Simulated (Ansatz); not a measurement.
Runs of Ansatz 0.2.0 on ZnS (Wurtzite-2H). It takes space group P6_3mc (No. 186, hexagonal). The conventional cell has a = 3.811 Å, b = 3.811 Å, c = 6.234 Å, α = 90.00°, β = 90.00°, γ = 120.00°. Around Zn (site symmetry 3m) lie 4 S at 2.31 to 2.40 Å. S (site symmetry 3m) is surrounded by 4 Zn at 2.31 to 2.40 Å. 

```tsv
task	level	potentials or basis	cell	k mesh	cutoff (eV)	smearing	atoms under strain	points for each segment of the path	gap on the mesh (eV)	pressure (GPa)	largest force (eV/Å)
relaxation of cell and atoms	exchange-only PBE	Ansatz PAW	relaxed	8 × 8 × 5	420	fermi-dirac 0.05 eV	-	-	(c)	0.0	-
elastic constants	PBE	Ansatz PAW	as given	7 × 7 × 4	420	fixed	clamped	-	2.25	2.3	0.32
single point	PBE	Ansatz PAW	as given	8 × 8 × 5	250	fermi-dirac 0.05 eV	-	-	2.34	(b)	(a)
band structure	m-r2SCAN	Ansatz PAW	as given	8 × 8 × 5	500	fermi-dirac 0.05 eV	-	14	2.82	0.1	0.32
```

Alike in all rows: no spin polarisation.

Q: Estimate the missing entries.

A: (a) 0.31; (b) 3.2; (c) 1.39.

Caveats: odd divisions of the mesh miss points on the zone boundary, where band edges often lie, so the gap on the mesh can be too wide (some runs); the PAW data sets come from PBE, with cores solved anew for the run's functional, which leaves a small shift of forces and pressure (some runs); the plane-wave basis is chosen anew once the cell has moved, so the energies of steps on either side of that aren't comparable (some runs); the pressure holds a Pulay correction of +31.4 GPa for the finite cutoff (some runs); the cutoff lies under the one recommended for these potentials (some runs).

